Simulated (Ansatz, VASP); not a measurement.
# InAs: VASP beside Ansatz

One calculation is typed for both programs; each brings its own data sets. How far apart do they land? The structure shown is the end of the Ansatz relaxation below.

Program: Ansatz 0.2.0. Level of theory: plane waves, with VASP 6.6.1 beside it; single point at r2SCAN. Results are calculated unless marked as measured.

### 1. Starting point

Symmetry: I-4m2, No. 119, tetragonal system. Conventional cell: a = 4.449 Å, b = 4.449 Å, c = 5.904 Å, α = 90.00°, β = 90.00°, γ = 90.00°. As has 4 In at 2.67 Å nearest. Nearest to In lie 4 As at 2.67 Å. Farther neighbours are not listed.

### 2. Ansatz: relaxation, r2SCAN

Ansatz runs on its PAW soft_1 files.

This run makes the geometry at which the two programs are then compared.

input.yaml

```yaml
crystal:
  lattice:
    - [0.0, 3.1458337411, 2.9866914904]
    - [3.1458337411, 0.0, 2.9866914904]
    - [3.1458337411, 3.1458337411, 0.0]
  atoms:
    - { symbol: As, position: [0.7499960094, 0.7499960094, 0.7499874015] }
    - { symbol: In, position: [3.9906e-06, 3.9906e-06, 1.25985e-05] }
  conventional_axes: [[-1, 1, 1], [1, -1, 1], [1, 1, -1]]
kpoints:
  mp_grid: { grid: [12, 12, 12], shift: [0.5, 0.5, 0.5] }
hamiltonian:
  xc: r2scan
  pseudopotentials: { kind: paw, azcp: { folder: soft_1 } }
scf:
  occupations: { method: gaussian, width: 0.01 }
output:
  forces: true
  stress: true
  eigenvalues: true
relax:
  adjacent_minimum: "off"
  f_tol: 0.001
  max_steps: 60
  cell: { stress_tol: 0.01, fix: [a, b, angles] }
```

Run with:

```console
$ ansatz run input.yaml --threads 4 --pin off --max-ram 10240MiB --backend cpu --events-out ev --progress --plain --runs-dir out
```

Numbers of over 12 decimals in the logs are rounded to 6 here.

Log:

```text
Engine: ansatz 0.2.0, aarch64-unknown-linux-gnu
Pseudopotentials: kind: paw
Pseudopotential: As, paw, valence charge 15, recommended cutoff 500 eV (meta_gga), soft_1/As.paw.azcp
Pseudopotential: In, paw, valence charge 13, recommended cutoff 500 eV (meta_gga), soft_1/In.paw.azcp
Functional definition: r2SCAN
  parameter k0 = 0.174
  parameter k1 = 0.065
  parameter a1 = 4.9479
  exchange = r2scan_x(k0 = k0, k1 = k1, a1 = a1)
  correlation = r2scan_c
Crystal: 2 atoms, lattice volume = 59.114 Å³
Basis set: ecut = 500 eV, 1487 PW (Γ), exchange–correlation on 128×128×144 points (64 copies of the dense FFT grid, shifted against one another)
Bands: 18, of which v1, the nominal top of the filled ones, is band 14 counted from 1 (13 counted from 0)
Symmetry: 2 space group operations
Space group: Cm (ITA 8), of the structure as read, at distance tolerance 3.9e-5 Å
k-points: 468 of 1728 (time reversal used)
Non-local potential: As, projectors of the file, l = 0: 2, l = 1: 2, l = 2: 3, l = 3: 1
Non-local potential: In, projectors of the file, l = 0: 2, l = 1: 2, l = 2: 2, l = 3: 1
PAW form: soft (Blöchl's): semilocal exchange-correlation on the pseudo side does not see the compensation charge
PAW frozen core: As, regenerated for the run's functional (the file was generated under x = pbe(κ = 0.804, μ = 0.219515), c = pbe(β = 0.066725))
PAW frozen core: In, regenerated for the run's functional (the file was generated under x = pbe(κ = 0.804, μ = 0.219515), c = pbe(β = 0.066725))
PAW one-centre angular grid: As, 590 points (default); XC on 160 Gauss nodes
PAW one-centre angular grid: In, 590 points (default); XC on 160 Gauss nodes
Initial density: superposition of atomic densities (chi_scale 0.1, normalization cell, long waves kept (reshape's long-wave potential 0.00 eV rms))
Initial wavefunctions: pseudopotential atomic-orbital guess
Functional: x = r2scan, c = r2scan; τ floored in thin density (d = 2e-4 eV/Å³)
iter 1 solved again at ethr=1.58e-3 eV; its pass at ethr=3.10e-3 eV (dr2=4.42e-1 eV) is discarded
SCF iter   1: F=—  HF=-10477.212935 eV  |F-HF|=—  |Δ(HF+E_count)|=         —  Δρ=3.07e-2  dr2=4.46e-1  dr2_τ=9.11e-3  ethr=1.58e-3  ⟨swp⟩=1.0  Hψ=54230  notcnv=0
preconditioner: auto → none  [insulator: Δε(μ)=0.385 eV  Ē_g=15.273 eV  σ=0.010 eV  W_gap=1.00  n_scr=14 (ndim 8)  ℏωp=20.5 eV  f_vac=0.020  D(μ)=0.00/eV (n_scr^D=0)  ε∞_Penn≈2.8]
SCF iter   2: F=—  HF=-10477.218738 eV  |F-HF|=—  |Δ(HF+E_count)|=   5.80e-3  Δρ=1.43e-2  dr2=8.29e-2  dr2_τ=1.05e-3  ethr=1.58e-3  ⟨swp⟩=2.1  Hψ=11193  notcnv=0
SCF iter   3: F=—  HF=-10477.227626 eV  |F-HF|=—  |Δ(HF+E_count)|=   8.89e-3  Δρ=2.49e-3  dr2=6.55e-3  dr2_τ=1.62e-4  ethr=2.96e-4  ⟨swp⟩=2.2  Hψ=16748  notcnv=0
SCF iter   4: F=—  HF=-10477.224734 eV  |F-HF|=—  |Δ(HF+E_count)|=   2.89e-3  Δρ=7.13e-4  dr2=1.98e-4  dr2_τ=6.07e-6  ethr=2.34e-5  ⟨swp⟩=3.0  Hψ=18669  notcnv=0
SCF iter   5: F=—  HF=-10477.224747 eV  |F-HF|=—  |Δ(HF+E_count)|=   1.31e-5  Δρ=2.27e-4  dr2=9.95e-6  dr2_τ=4.02e-7  ethr=7.09e-7  ⟨swp⟩=2.0  Hψ=14505  notcnv=0
SCF iter   6: F=—  HF=-10477.224753 eV  |F-HF|=—  |Δ(HF+E_count)|=   5.87e-6  Δρ=6.19e-5  dr2=9.50e-7  dr2_τ=3.00e-8  ethr=3.55e-8  ⟨swp⟩=2.0  Hψ=12649  notcnv=0
SCF iter   7: F=-10477.224754 eV  HF=-10477.224754 eV  |F-HF|=1.58e-10  |Δ(HF+E_count)|=   4.14e-7  Δρ=3.60e-6  dr2=1.02e-8  dr2_τ=1.04e-10  ethr=3.57e-10  ⟨swp⟩=6.2  Hψ=39972  notcnv=0
SCF 1 converged in 7 iterations: F = -10477.224754 eV  dr2 = 1.02e-8
  greatest PAW one-centre occupation: 0.999 electrons in one spin orbital (limit 2), on the As atom at site 0 (counted from 0), in its partial waves of l = 2
relax step   1: F+E_penalty+E_count = -10477.22475374 eV  Δ(F+E_penalty+E_count) = +0.000e0 eV  max|allowed force component| = 2.485e-4 eV/Å  Δτ_max = 0.0000 Å  P = -1.980 GPa  Ω = 59.114 Å³  fix = [a, b, alpha, beta, gamma]  reactions: a -2.577, b -2.577 GPa; alpha +0.004, beta +0.004, gamma +0.002 GPa/rad  (7 SCF iters, dr2 threshold 1.00e-7 eV, accepted)
[...]
relax step   2: F+E_penalty+E_count = -10477.22649504 eV  Δ(F+E_penalty+E_count) = -1.741e-3 eV  max|allowed force component| = 2.462e-4 eV/Å  Δτ_max = 0.0000 Å  P = -1.389 GPa  Ω = 58.382 Å³  energy of the carried Pulay correction = +4.932e-5 eV  fix = [a, b, alpha, beta, gamma]  reactions: a -2.107, b -2.107 GPa; alpha +0.005, beta +0.005, gamma +0.002 GPa/rad  (7 SCF iters, dr2 threshold 2.00e-7 eV, accepted)
[...]
relax step   3: F+E_penalty+E_count = -10477.22649847 eV  Δ(F+E_penalty+E_count) = -3.431e-6 eV  max|allowed force component| = 1.053e-4 eV/Å  Δτ_max = 0.0000 Å  P = -1.424 GPa  Ω = 58.425 Å³  energy of the carried Pulay correction = +4.646e-5 eV  fix = [a, b, alpha, beta, gamma]  reactions: a -2.135, b -2.135 GPa; alpha +0.004, beta +0.004, gamma +0.002 GPa/rad  (5 SCF iters, dr2 threshold 5.79e-9 eV, accepted)
[...]
relax step   4: F+E_penalty+E_count = -10477.22645445 eV  Δ(F+E_penalty+E_count) = +4.402e-5 eV  max|allowed force component| = 1.062e-4 eV/Å  Δτ_max = 0.0000 Å  P = -1.424 GPa  Ω = 58.425 Å³  fix = [a, b, alpha, beta, gamma]  reactions: a -2.136, b -2.136 GPa; alpha +0.004, beta +0.004, gamma +0.002 GPa/rad  stress off target by 1.60e-3 GPa on what of the cell is left free  SCF on the basis re-selected at this cell (its energy is not comparable with the rows above)  (5 SCF iters)
basis re-selected at this cell: Δ(F+E_penalty+E_count) = +4.402e-5 eV, ΔP = -0.001 GPa vs the last step (what re-selecting the basis moved, of the pressure what is left beyond the Pulay correction that the steps carried, after the strain that the cell walked since its last selection, with what the two solves' SCF thresholds leave and, on support functions, any second-order correction that the steps lacked; it is no m [...]
SCF converged after 5 iterations
Free energy (F): -10477.226454 eV
Harris-Foulkes:  -10477.226454 eV  (|F-HF|=7.28e-12)
Internal energy: -10477.226454 eV  (E = F + TS)
E sigma→0 (E₀):  -10477.226454 eV
Fermi energy:    7.009848 eV
--- Per-component energies (eV) ---
  E_band       = -352.467773
  E_kinetic    = 314.950078
  E_local      = -3550.535806  (includes V_loc(G=0)·N_el)
  E_nonlocal   = -65.688766
  E_hartree    = 1760.937108
  E_xc         = -196.964590
  E_vxc        = -171.961735  (∫ρ·V_xc dr)
  E_paw        = -6260.837352  (= ΣΔE_a)
  E_vpaw       = -411.735260  (= ΣTr[D̂ρ^β])
  E_aug_tail   = -0.000064  (compensation charges beyond the density's cutoff)
  E_vtau       = 10.629580  (kinetic-family band-sum trace: ∫τ·v_τ [+ j·A + Jᵃ·Aᵃ] dr)
  E_ewald      = -2478.595219
  E_core_change = -0.491845  (= ΣΔE_core)
  E_smearing   = -0.000000  (= −TS)
  E_closure    = 0.000000  (closes the sum)
  Σ components = -10477.226454   (vs F -10477.226454, Δ=0.00e0)
--- Forces (eV/Å), atoms counted from 1 ---
  atom   1  As    -0.00010619    -0.00010619    -0.00006676
  atom   2  In     0.00010621     0.00010621     0.00006697
  max |Σ_I F_I| component: 2.04e-7 eV/Å
--- Stress (GPa, compression-positive) ---
       -2.135692      -0.001548      -0.003891
       -0.001548      -2.135692      -0.003891
       -0.003891      -0.003891      -0.001603
  P = ⅓ Tr σ = -1.4243 GPa (-14.243 kbar)
--- Band table (eV; the first three rows and the last of 468) ---
  k-point 0: bands = [... 10 lower, -5.1833, 6.1095, 6.6115, 6.7928, 7.2269, 10.9055, 11.0800, 11.0810]
  k-point 1: bands = [... 10 lower, -5.0955, 5.2037, 6.5536, 6.6338, 7.8524, 10.9989, 11.1588, 11.2838]
  k-point 2: bands = [... 10 lower, -4.8805, 4.0597, 6.3441, 6.3486, 8.2731, 11.3326, 11.3931, 11.6916]
  k-point 467: bands = [... 10 lower, -3.7970, 1.1763, 5.1774, 5.8569, 8.3869, 11.4789, 12.0972, 14.0788]
--- Relaxed structure (3 steps of the walk, 3 accepted, 1 SCFs on fresh bases) ---
  F+E_penalty+E_count = -10477.22645445 eV   max|allowed force component| = 1.062e-4 eV/Å   (the final SCF, on the basis selected at the relaxed cell)
  cell:  # Å, volume = 58.4246 Å³
    - [0, 3.1458337411, 2.951851]
    - [3.1458337411, 0, 2.951851]
    - [3.1458337411, 3.1458337411, 0]
  atoms:
    - { symbol: As, position: [0.749997, 0.749997, 0.749985] }
    - { symbol: In, position: [2.6828349029051967e-6, 2.6828349029051967e-6, 1.5067536298161028e-5] }
```

Reading the cycles: dr2 is the Hartree energy of the density residual (eV), the measure of convergence; HF is the Harris–Foulkes estimate of the energy, which meets the free energy F at convergence.

(Continued in part 2 of 3.)

[Lines on the potential files, build, host, timing and source positions are cut from VASP's logs without a mark.]

[Logs are printed without paths, hosts, clocks, repeated set-up lines and the standing remarks that a program may print on its own settings, such as how far it seeks lower states.]

[Hosts, paths, dates, database ids (printed as entryN), source tags and the programs' standing remarks are cut or masked in the printed files.]
